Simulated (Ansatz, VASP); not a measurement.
**Ga: VASP beside Ansatz**

```
Ga
1.0
     2.44910    0.00000    0.00000
     0.00000    2.44910    0.00000
     0.00000    0.00000    2.44910
Ga
1
Direct
  0.00000 0.00000 0.00000
```

Change from the starting cell: volume scaled by 0.78, LAPW.

Alike in both runs: task single point; functional PBEsol; k mesh 15 × 15 × 15; occupations fermi-dirac, width 0.1 eV; no spin polarisation.

```csv
,VASP,Ansatz
version,VASP 6.6.1,Ansatz 0.2.0
potentials or method,"VASP PAW PBE potentials, release 64 (Ga_d), cutoff 520 eV","all-electron LAPW, scalar-relativistic"
```

Ansatz gave:

| Quantity | Value |
| --- | --- |
| pressure (GPa) | 26.0 |

Problem. Which values does VASP return?

Solution. Pressure (GPa): 26.1.

Ansatz ran all-electron here, so the differences hold the error of VASP's frozen core and of both bases.

Caveats: so large a pressure means that the cell lies far from this level's equilibrium, or that cutoff or potentials fall short (VASP); the potentials were made for another functional, which shifts forces and pressure (VASP).
